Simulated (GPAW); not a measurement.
## 1 ML Co on Ir(001), 1 substrate layers: exchange couplings by hand from total energies

Can a spin model with one coupling foretell the energy of a further order of 1 ML Co on Ir(001), 1 substrate layers?

Program: GPAW 26.7.0. Level of theory: LDA; plane waves with GPAW's PAW setups, scalar-relativistic. Results are calculated unless marked as measured.

## (1) The structure

The cell holds 2 atoms: 1 Ir and 1 Co. Cell: a = 2.709 Å, b = 2.709 Å, c = 15.765 Å, α = 90.0°, β = 90.0°, γ = 90.0°. pseudomorphic film on the substrate's lattice, hard-sphere layer spacings, unrelaxed, 14 A of vacuum. Vacuum lies along c.

Coordinates:

```
Ir Co
1.0
     2.70907    0.00000    0.00000
     0.00000    2.70907    0.00000
     0.00000    0.00000   15.76467
Ir Co
1 1
Cartesian
  0.0000 0.0000 7.0000
  1.3545 1.3545 8.7647
```

## (2) The parallel order

All energies count from this run.

Contents of order1.py:

```python
import json
import numpy as np
from ase import Atoms
from ase.parallel import paropen, parprint
from gpaw import GPAW

atoms = Atoms(['Ir', 'Co'],
    cell=[[2.709068, 0.0, 0.0],
         [0.0, 2.709068, 0.0],
         [0.0, 0.0, 15.764674]],
    scaled_positions=[[0.0, 0.0, 0.444031],
         [0.5, 0.5, 0.555969]],
    pbc=True,
    magmoms=[0.0, 2.0])
atoms.calc = GPAW(mode={'name': 'pw', 'ecut': 550},
    xc='LDA',
    kpts={'size': (10, 10, 1), 'gamma': True},
    occupations={'name': 'fermi-dirac', 'width': 0.1},
    convergence={'density': 1e-05, 'energy': 1e-05},
    maxiter=200,
    symmetry={'tolerance': 1e-4},
    txt='order1.txt')
e = atoms.get_potential_energy(force_consistent=True)
res = {'free_energy': e, 'energy_sigma0': atoms.get_potential_energy(), 'fermi_energy': atoms.calc.get_fermi_level()}
res['moments'] = atoms.get_magnetic_moments().tolist()
res['total'] = atoms.get_magnetic_moment()
parprint('site moments (muB):', np.round(res['moments'], 3))
parprint(f"total moment: {res['total']:.3f} muB")
parprint(f'free energy: {e:.6f} eV')
atoms.calc.write('order1.gpw')
n = atoms.calc.get_pseudo_density()
up, down = (atoms.calc.get_pseudo_density(spin=i) for i in (0, 1))
np.savez('grids.npz', density=n, spin=up - down)
with paropen('results.json', 'w') as f:
    json.dump(res, f)
```

On the command line:

```sh
$ OMP_NUM_THREADS=1 mpirun -n 4 gpaw python order1.py > order1.log
```

The log of the run:

```text
site moments (muB): [0.407 1.82 ]
total moment: 2.342 muB
free energy: -16.993731 eV

--- order1.txt ---
Input parameters:
  mode=PW(ecut=550),
  convergence={'density': 1e-05, 'energy': 1e-05},
  kpts=MonkhorstPack(size=(10, 10, 1), gamma=True),
  maxiter=200,
  occupations=Occupations(name='fermi-dirac', width=0.1),
  symmetry=Symmetry(tolerance=0.0001),
  xc=XC(name='LDA')

Diagonalizing LCAO Hamiltonian
[...]
|          6 |        -4.178 |     1.000 |        -2.828 |     1.000 |
|          7 |        -3.515 |     1.000 |        -2.417 |     1.000 |
[...]
|         16 |         3.670 |     0.000 |         3.716 |     0.000 |
|         17 |         3.985 |     0.000 |         4.034 |     0.000 |
|         18 |         5.719 |     0.000 |         5.772 |     0.000 |
|         19 |         6.782 |     0.000 |         6.878 |     0.000 |

No gap
No difference between direct/indirect transitions

[key lines of the parts left out:]
Free energy:     -16.993731
Converged in 18 steps
dipole moment: (-9.826017, -9.826017, 0.049030)  # |e|*Ang
Fermi level: -1.370
```

Run time: 22 s. Hardware: 4 MPI ranks of Arm Neoverse V1, shared host; peak memory 0.8 GiB.

Spin moment in the augmentation sphere by atom:

```csv
atom,spin moment in the augmentation sphere (μB)
Ir1,0.41
Co2,1.82
```

Read from the output:

```yaml
magnetization: 2.342 μB
final_state: ferromagnetic
```

After 18 cycles the largest moment stands at 1.82 μB.

## (3) The orders used for the fit

The other orders were run with the same settings, on meshes that hold the same points. Free energies (smearing 0.1 eV, its entropy term included) are divided by the number of Co atoms; q is in fractions of the reciprocal vectors of the first run's cell.

```csv
order,atoms,mesh,free energy (eV),eV per Co,largest moment (μB)
F +,2,10×10×1,-16.9937,-16.9937,1.82
"AF q=(0,1/2,0) +-",4,10×5×1,-33.8605,-16.9303,1.64
```

## (4) Counting neighbours

With E = −Σ J e_i·e_j over ordered pairs of unit vectors, turning a neighbour from parallel to opposed costs 2J a Co atom. So an order lies 2 Σ n J over the parallel one, n being the opposed neighbours in each shell.

```csv
shell,distance (Å),neighbours,"opposed in AF q=(0,1/2,0) +-","opposed in AF q=(1/2,1/2,0) +-"
J1,2.71,4,2,4
J2,3.83,4,4,0
```

Only J1 is kept.

## (5) Solving

```
2 × 2 × J1 = +63.48 meV    (AF q=(0,1/2,0) +-)
J1 = +15.87 meV
```

## (6) The test

The couplings now give the orders that were left out:

```
2 × 4 × (+15.87) = +126.96 meV    (AF q=(1/2,1/2,0) +-)
```

The runs themselves:

```csv
order,atoms,mesh,free energy (eV),eV per Co,largest moment (μB),over the parallel order (meV),foretold (meV)
"AF q=(1/2,1/2,0) +-",4,5×10×1,-33.8237,-16.9118,1.60,+81.88,+126.96
```

## (7) One more shell

The miss asks for the next shell, which takes one more order into the fit and leaves none for a test.

```
2 × 2 × J1 + 2 × 4 × J2 = +63.48 meV    (AF q=(0,1/2,0) +-)
2 × 4 × J1 = +81.88 meV    (AF q=(1/2,1/2,0) +-)
J1 = +10.24 meV
J2 = +2.82 meV
```

## (8) Outcome

| Quantity | Value |
| --- | --- |
| J1 (Co–Co at 2.71 Å) | 15.9 meV |
| largest miss on the orders left out | 45 meV |
| J1 with 2 shells | 10.2 meV |
| J2 with 2 shells | 2.82 meV |

What this shows: The model misses the order left out by 45 meV, 55 % of the span of the orders, so it fails: these couplings alone don't describe the crystal. With the next shell added the couplings are J1 = +10.24 and J2 = +2.82 meV, untested. The first dropped shell that the test feels is J2 at 3.83 Å. The site moments spread by 12 % over the orders, so moments are not rigid and part of the miss lies outside a spin model. In a metal couplings reach far, and the mesh was not tested. The couplings are effective ones: further shells with opposed neighbours are folded into them or show in the miss. No mean-field temperature is given: it needs a model that holds, an unfrustrated order and couplings in all three dimensions.

[Logs and program files are shortened in this print: banners, set-up blocks, solver, clock and traceback lines can be left out without a mark of their own.]

[Logs are printed without paths, hosts, clocks, repeated set-up lines and the standing remarks that a program may print on its own settings, such as how far it seeks lower states.]

[Hosts, paths, dates, database ids (printed as entryN), source tags and the programs' standing remarks are cut or masked in the printed files.]

[Where a cell is said to come from a database of computed structures, the database is the Materials Project.]
